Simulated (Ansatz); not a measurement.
A plane-wave DFT run in Ansatz 0.2.0 (scalar-relativistic PAW potentials unless the input names others): input and command.

```yaml
crystal:
  lattice:
    - [2.042809807, -2.042809807, 0.0]
    - [2.042809807, 2.042809807, 0.0]
    - [0.0, 0.0, 2.9011416498]
  atoms:
    - { symbol: Al, position: [0.0, 0.0, 0.0646297295] }
    - { symbol: Ni, position: [0.5, 0.5, 0.5] }
basis:
  ecutwfc: "600 eV"
kpoints:
  mp_grid: { grid: [20, 20, 20] }
hamiltonian:
  xc: pbe
scf:
  occupations: { method: gaussian, width: 0.15 }
  convergence: { dr2_threshold: 1.0e-06 }
output:
  forces: true
  eigenvalues: true
  stress: true
```

```bash
ansatz run input.yaml --threads 1 --pin off --max-ram 2560MiB --backend cpu --events-out ev --progress --plain --runs-dir out
```

Abridged log:
```
Warning: scf.convergence.dr2_threshold = 1e-6 eV is looser than this run's default, which is 1e-7 eV or tighter. The error in the forces grows as the threshold's square root, so leave the key out unless less accurate forces are enough
Warning: output.stress: scf.convergence.dr2_threshold = 1e-6 eV is looser than the 2e-10 eV advised for a printed stress (1e-10 eV for each atom of the cell: 2). ...
Pseudopotentials: kind: paw
Pseudopotential: Al, paw, valence charge 3, recommended cutoff 420 eV (normal)
Pseudopotential: Ni, paw, valence charge 18, recommended cutoff 420 eV (normal)
Functional definition: PBE
Crystal: 2 atoms, lattice volume = 24.213 Å³
Basis set: ecut = 600 eV, 799 PW (Γ), exchange–correlation on 48×48×48 points (8 copies of the dense FFT grid, shifted against one another)
Bands: 15, of which v1, the nominal top of the filled ones, is band 11 counted from 1 (10 counted from 0)
Symmetry: 8 space group operations
Space group: P4mm (ITA 99), of the structure as read, at distance tolerance 2.9e-5 Å
k-points: 726 of 8000 (time reversal used)
Initial density: superposition of atomic densities (neutral atoms: chi_scale 0, normalization atom), corrected by the library's trained network
Initial wavefunctions: pseudopotential atomic-orbital guess
Functional: x = pbe(κ = 0.804, μ = 0.21951497), c = pbe(β = 0.06672455)
SCF iter   1: F=—  HF=-6378.437723 eV  |F-HF|=—  |Δ(HF+E_count)|=         —  Δρ=1.48e-3  dr2=2.47e-4  ethr=1.77e-3  ⟨swp⟩=4.6  Hψ=49192  notcnv=0
SCF iter   2: F=—  HF=-6378.437334 eV  |F-HF|=—  |Δ(HF+E_count)|=   3.89e-4  Δρ=7.94e-4  dr2=5.31e-5  ethr=1.18e-6  ⟨swp⟩=2.6  Hψ=24860  notcnv=0
SCF iter   3: F=—  HF=-6378.437352 eV  |F-HF|=—  |Δ(HF+E_count)|=   1.82e-5  Δρ=2.27e-4  dr2=4.30e-6  ethr=2.53e-7  ⟨swp⟩=2.6  Hψ=15458  notcnv=0
SCF iter   4: F=-6378.437354 eV  HF=-6378.437354 eV  |F-HF|=1.01e-7  |Δ(HF+E_count)|=   2.01e-6  Δρ=3.71e-5  dr2=1.03e-7  ethr=2.05e-8  ⟨swp⟩=2.5  Hψ=17019  notcnv=0
SCF iter   5: F=-6378.437354 eV  HF=-6378.437354 eV  |F-HF|=1.62e-9  |Δ(HF+E_count)|=   1.13e-7  Δρ=8.19e-6  dr2=1.03e-8  ethr=4.90e-10  ⟨swp⟩=2.2  Hψ=16603  notcnv=0
SCF iter   6: F=-6378.437354 eV  HF=-6378.437354 eV  |F-HF|=1.09e-10  |Δ(HF+E_count)|=  9.69e-10  Δρ=1.26e-6  dr2=1.84e-10  ethr=4.92e-11  ⟨swp⟩=2.7  Hψ=36842  notcnv=0
SCF 1 converged in 6 iterations: F = -6378.437354 eV  dr2 = 1.84e-10
SCF converged after 6 iterations
Free energy (F): -6378.437354 eV
Harris-Foulkes:  -6378.437354 eV  (|F-HF|=1.09e-10)
Internal energy: -6378.427361 eV  (E = F + TS)
E sigma→0 (E₀):  -6378.432358 eV
Entropy (-TS):   -0.009993 eV (-4.997 meV/atom)
Fermi energy:    13.755752 eV
--- Forces (eV/Å), atoms counted from 1 ---
  atom   1  Al     0.00000000     0.00000000    -1.06570202
  atom   2  Ni     0.00000000     0.00000000     1.06569852
--- Stress (GPa, compression-positive) ---
        2.907499       0.000000       0.000000
        0.000000       2.907499       0.000000
        0.000000       0.000000       0.920119
  P = ⅓ Tr σ = 2.2450 GPa (22.450 kbar)
```

Apart from outputs and empty bands, the input differs from a reference run on usual settings in scf.convergence.dr2_threshold: not typed → 1e-06; basis.ecutwfc: 420 → "600 eV". The reference, at the same geometry (not necessarily relaxed), gave pressure 2.25 GPa, largest force 1.066 eV/Å, no gap on the mesh. This run converged in 6 SCF iterations (reference: 6) with an energy at zero smearing 1.17 meV/atom below the reference's, pressure 2.25 GPa, largest force 1.066 eV/Å, no gap on the mesh.

It took 24 s on 1 thread of AMD EPYC 7R43 64-Core Processor (Zen 3) (shared host), peak memory 0.78 GiB.